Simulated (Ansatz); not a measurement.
# GaN: the cost of one run

Computed with Ansatz 0.2.0 (DFT PBEsol, scalar-relativistic, unless a step's input says otherwise).

## 1. The structure to begin with

It takes space group Fm-3m (No. 225, cubic). Conventional cell: a = 3.985 Å, b = 3.985 Å, c = 3.985 Å, α = 90.00°, β = 90.00°, γ = 90.00°. Around Ga (site symmetry m-3m) lie 6 N at 1.99 Å. Around N (site symmetry m-3m) lie 6 Ga at 1.99 Å.

Coordinates:

```
CELL_PARAMETERS angstrom
0.00000 1.99250 1.99250
1.99250 0.00000 1.99250
1.99250 1.99250 0.00000
ATOMIC_POSITIONS crystal
Ga 0.50000 0.50000 0.50000
N 0.00000 0.00000 0.00000
```

Atoms are numbered in the order of the input: Ga1, N2.

## 2. The deformed structure

Space group Fm-3m before, I4/mmm after.

## 3. LAPW, all electrons

Input file input.yaml:

```yaml
crystal:
  lattice:
    - [0.0, 1.9925, 2.012425]
    - [1.9925, 0.0, 2.012425]
    - [1.9925, 1.9925, 0.0]
  atoms:
    - { symbol: Ga, position: [0.5, 0.5, 0.5] }
    - { symbol: "N", position: [0.0, 0.0, 0.0] }
kpoints:
  mp_grid: { grid: [13, 13, 13] }
  band_path:
    path:
      - [0.0, 0.0, 0.0]
      - [0.0, 0.5, 0.5]
      - [0.25, 0.75, 0.5]
      - [0.0, 0.5, 0.0]
      - [0.0, 0.0, 0.0]
      - [0.5, 0.5, 0.0]
      - [0.3725370062, 0.6274629938, 0.0]
      - [-0.3725370062, 0.3725370062, 0.0]
      - [0.0, 0.0, 0.0]
    npoints: 5
scf:
  occupations: { method: fermi_dirac, width: 0.02 }
hamiltonian:
  xc: pbesol
  pseudopotentials: { kind: all_electron, lapw: { basis_error: 0.001 } }
output:
  forces: true
  stress: true
  eigenvalues: true
```

The run is started by

```bash
$ ansatz run input.yaml --threads 1 --pin off --max-ram 3072MiB --backend cpu --events-out ev --progress --plain --runs-dir out
```

**Question.** How long does this run take on 1 thread of Intel Xeon 6975P-C (Granite Rapids), shared host, and how much memory does it need?

About 14 s, with a peak of 0.57 GiB.
